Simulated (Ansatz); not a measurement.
AlAs (started from an entry of an open crystallographic database): a single-point calculation in the PAW code Ansatz (HSE06). The cell was relaxed beforehand with r2SCAN.

Input file:
```yaml
crystal:
  lattice:
    - [0.0, 2.8389251756, 2.8389251756]
    - [2.8389251756, 0.0, 2.8389251756]
    - [2.8389251756, 2.8389251756, 0.0]
  atoms:
    - { symbol: Al, position: [0.0, 0.0, 0.0] }
    - { symbol: As, position: [0.25, 0.25, 0.25] }
kpoints:
  mp_grid: { grid: [6, 6, 6] }
  band_path:
    path:
      - [0.0, 0.0, 0.0]
      - [-0.5, -0.5, 0.0]
      - [-0.375, -0.375, 0.25]
      - [-0.375, 0.0, 0.375]
      - [0.0, 0.0, 0.5]
      - [-0.5, -0.25, 0.25]
    npoints: 1
hamiltonian:
  xc: hse06
scf:
  occupations: { method: fixed }
  n_extra_bands: 4
output:
  forces: true
  stress: true
  eigenvalues: true
```

Command: `ansatz run input.yaml --threads 2 --pin off --max-ram 2211MiB --backend cpu --events-out ev --progress --plain --runs-dir out`.

Abridged output:
```
Functional definition: HSE06
Crystal: 2 atoms, lattice volume = 45.761 Å³
Basis set: ecut = 420 eV, 893 PW (Γ)
Bands: 13, of which v1, the nominal top of the filled ones, is band 9 counted from 1 (8 counted from 0)
Symmetry: 24 space group operations
Space group: F-43m (ITA 216)
k-points: 16 of 216 (time reversal used)
[warm-up without exact exchange]
SCF iter   1: HF=-5394.595217 eV  Δρ=1.39e-3  dr2=1.78e-3
SCF iter   2: HF=-5394.594942 eV  Δρ=4.70e-4  dr2=1.06e-4
SCF 1 stopped early in 2 iterations: F = -5394.594936 eV  dr2 = 1.06e-4
[exact exchange on]
Exchange kernel: α = 0.2500, screened, ω = 0.2079 Å⁻¹, Wigner–Seitz truncation, v(0) = 1046.6496 eV·Å³, q-mesh 6×6×6
SCF iter   1: HF=-5396.327849 eV  Δρ=4.14e-3  dr2=5.88e-3
preconditioner: auto → none  [insulator: Δε(μ)=2.078 eV  ℏωp=15.5 eV]
SCF iter   2: HF=-5396.319243 eV  Δρ=1.96e-3  dr2=1.38e-3
SCF iter   3: HF=-5396.318999 eV  Δρ=8.60e-4  dr2=4.13e-4
SCF iter   4: HF=-5396.322756 eV  Δρ=6.85e-4  dr2=8.17e-5
SCF iter   5: HF=-5396.322717 eV  Δρ=2.11e-4  dr2=1.09e-5
SCF iter   6: HF=-5396.322713 eV  Δρ=3.37e-5  dr2=4.60e-6
SCF iter   7: HF=-5396.322758 eV  Δρ=5.17e-5  dr2=8.09e-7
SCF 2 stopped early in 7 iterations: F = -5396.322757 eV  dr2 = 8.09e-7
hybrid outer 1: dexx = +4.502e-3 eV, tail = 4.28e-5 eV
SCF iter   1: HF=-5396.322986 eV  Δρ=4.84e-5  dr2=4.64e-7
SCF iter   2: HF=-5396.322986 eV  Δρ=8.27e-6  dr2=3.18e-8
SCF iter   3: HF=-5396.322986 eV  Δρ=6.31e-6  dr2=1.49e-8
SCF iter   4: HF=-5396.322986 eV  Δρ=1.01e-6  dr2=5.83e-10
SCF 3 converged in 4 iterations: F = -5396.322986 eV  dr2 = 5.83e-10
hybrid outer 2: dexx = +2.337e-7 eV, tail = 9.16e-9 eV, Δε = 1.86e-3 eV
NSCF: frozen V_eff on 6 k-points
Free energy (F): -5396.322987 eV
Fermi energy:    5.828392 eV
--- Stress (GPa, compression-positive) ---
        0.195411       0.000000       0.000000
        0.000000       0.195411       0.000000
        0.000000       0.000000       0.195411
  P = ⅓ Tr σ = 0.1954 GPa (1.954 kbar)
--- Band table (eV; the first three rows and the last of 16) ---
  k-point 0: bands = […, -31.9014, -31.9014, -7.1711, 5.8284, 5.8284, 5.8284, 8.7036, 10.9700, 10.9700, 10.9700]
  k-point 1: bands = […, -31.9014, -31.9014, -6.8743, 3.6322, 5.5501, 5.5501, 9.4637, 11.4336, 11.4336, 11.9016]
  k-point 2: bands = […, -31.9013, -31.9013, -6.1204, 0.9698, 5.1152, 5.1152, 8.9662, 11.5639, 11.5639, 14.3071]
  k-point 15: bands = […, -31.9016, -31.9008, -4.9482, 0.1689, 2.6700, 2.9574, 9.7275, 10.7439, 13.9743, 14.6852]
```

The rows of the band table are 0: (0, 0, 0) = Γ, 1: (0, 0, 1/6), 2: (0, 0, 1/3), 15: (1/6, -1/2, -1/3).

Levels at the listed points, from bands.tsv (eV from the Fermi energy, bands near the gap, counted from 0):
```tsv
# k_distance	band_4	band_5	band_6	band_7	band_8	band_9	band_10	band_11	band_12
# fermi_ev = 5.828392
# [0, 0, 0] at k_distance = 0.000000
# [-0.5, -0.5, 0] at k_distance = 1.106613
# [-0.375, -0.375, 0.25] at k_distance = 1.497860
# [-0.375, 0, 0.375] at k_distance = 2.175520
# [0, 0, 0.5] at k_distance = 2.853179
# [-0.5, -0.25, 0.25] at k_distance = 3.635673
# levels_relative_to = fermi_ev
0.000	-37.730	-12.999	0.000	0.000	0.000	2.875	5.142	5.142	5.142
1.107	-37.729	-10.804	-5.924	-2.354	-2.354	2.093	2.989	11.561	11.561
1.498	-37.729	-10.838	-5.637	-3.668	-1.946	2.940	5.816	9.262	9.436
2.176	-37.729	-10.838	-5.637	-3.668	-1.946	2.940	5.816	9.262	9.436
2.853	-37.730	-11.420	-6.069	-0.892	-0.892	2.895	5.534	5.534	8.670
3.636	-37.729	-10.767	-5.544	-3.420	-3.012	5.084	6.601	6.682	6.911
```
In order the rows are Γ, X, U, K, L, W.

HSE06 gives an indirect gap of 2.09 eV, from Γ to X; the least direct gap is 2.88 eV at Γ. The gap is the least over the mesh and the extra points. The mean stress, +0.2 GPa, is small, and the program warns that its thresholds are loose for a hybrid's stress.

(Simulation; spin polarisation is off.)

The runs are scalar-relativistic, without spin-orbit coupling.

The meshes of the hybrids are coarse, so their gaps aren't converged to the digits shown.
